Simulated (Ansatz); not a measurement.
# Cu$_{3}$N, one cell by several methods

```xyz
4
Lattice="3.8140 0.0000 0.0000 0.0000 3.8140 0.0000 0.0000 0.0000 3.7759" Properties=species:S:1:pos:R:3 pbc="T T T"
Cu    1.9070    0.0000    0.0000
Cu    0.0000    1.9070    0.0000
Cu    0.0000    0.0000    1.8879
N     0.0000    0.0000    0.0000
```

Atoms are numbered in the order listed.

The geometry is COD entry 1536894, unchecked; take it as a test cell. The listed cell was then made from it by scaling, straining or moving an atom.

Methods: DFT, PBEsol, PAW with Ansatz's default frozen-core files, scalar-relativistic (Ansatz 0.2.0); DFT, PBEsol, all-electron PAW with datasets made for the crystal, scalar-relativistic (Ansatz 0.2.0); DFT, PBEsol, all-electron LAPW, scalar-relativistic (Ansatz 0.2.0).

For PAW: a Γ-centred 10×10×10 k mesh, Fermi–Dirac smearing of 0.08 eV, cutoff 420 eV, no spin polarisation; the PAW files were made with PBE, and the program remakes their frozen cores for this functional. The crystal-made all-electron datasets (AE datasets) take a cutoff of 480 eV at this cell. LAPW targets a basis error of 1 meV/atom. The Ansatz runs share mesh, smearing and spin set-up. Plane-wave (PAW) pressures include the program's estimate of the Pulay term.

Stress and pressure are positive in compression.

In a metal, gradients converge slowly with the k mesh: the values move by tens of per cent from one mesh to another, at times in sign, so only the comparison on one mesh counts.

```tsv
quantity	PAW	AE datasets	LAPW
pressure (GPa)	-3.62	-3.66	-3.66
stress xx (GPa)	-4.28	-4.32	-4.32
stress zz (GPa)	-2.31	-2.35	-2.35
largest principal field gradient Vzz at Cu1 (10²¹ V/m²)	-4.05	-4.00	–
largest principal field gradient Vzz at Cu3 (10²¹ V/m²)	-4.49	-4.47	–
```

PAW's pressure differs from the LAPW value by +0.04 GPa.
